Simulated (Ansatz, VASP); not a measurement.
## Two plane-wave programs on NaF

```xyz
4
Lattice="3.1776 0.0000 0.0000 -1.5888 2.7518 0.0000 0.0000 0.0000 5.5676" Properties=species:S:1:pos:R:3 pbc="T T T"
Na    0.0000    0.0000    0.0000
Na    0.0000    0.0000    2.7838
F     0.0000    1.8346    1.3919
F     1.5888    0.9173    4.1757
```

Alike in both runs: task single point; functional PBE; k mesh 9 × 9 × 4; no spin polarisation.

```csv
,VASP,Ansatz
version,VASP 6.6.1,Ansatz 0.2.0
potentials or method,"VASP PAW PBE potentials, release 64 (Na_pv, F)","plane waves, PAW"
plane-wave cutoff (eV),520,420
occupations,"gaussian, width 0.01 eV",fixed
valence electrons in the cell,28,32
```

Ansatz gave:

- gap on the k mesh at the Fermi level (eV): 6.36

Problem. Which values does VASP return?

Solution. gap on the k mesh at the Fermi level (eV): 6.34.

The two sets of potentials don't hold the same shells in valence.

Caveats: an odd mesh through Γ misses points on the zone boundary, where band edges often lie.
